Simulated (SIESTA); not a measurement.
Crystal: Sb.

```
CELL_PARAMETERS angstrom
2.15420 1.24373 3.75800
-2.15420 1.24373 3.75800
0.00000 -2.48746 3.75800
ATOMIC_POSITIONS crystal
Sb 0.76651 0.76651 0.76651
Sb 0.23349 0.23349 0.23349
```

Base run:

| Quantity | Value |
| --- | --- |
| Program | SIESTA 5.4.2 |
| Functional | vdW-DF-cx |
| Potentials or basis | PseudoDojo 0.4 standard (PBE files) |
| Basis | DZP (energy shift 0.002 Ry) |
| Grid cutoff | 500 Ry |
| Energy shift | 0.002 Ry |
| k mesh | 8 × 8 × 8 |
| Occupations | fermi-dirac, width 0.05 eV |
| Spin | no spin polarisation |

Its results: band gap on the k mesh none (metal or under the smearing width); pressure 2.3 GPa; largest force 0.289 eV/Å.

Problem. The run is repeated on the same cell with these changes: functional from vdW-DF-cx to RPBE. What comes out?

Solution. Band gap on the k mesh none (metal or under the smearing width); pressure 5.4 GPa; largest force 0.338 eV/Å.

Caveats: semicore shells carry a single zeta, which can move pressures by several GPa and volumes by a few percent; the potentials were made for another functional, which shifts forces and pressure; spin-orbit coupling is left out, which moves the levels of the heavy elements; the basis of atomic orbitals isn't converged, which shifts pressures, moduli and gaps.
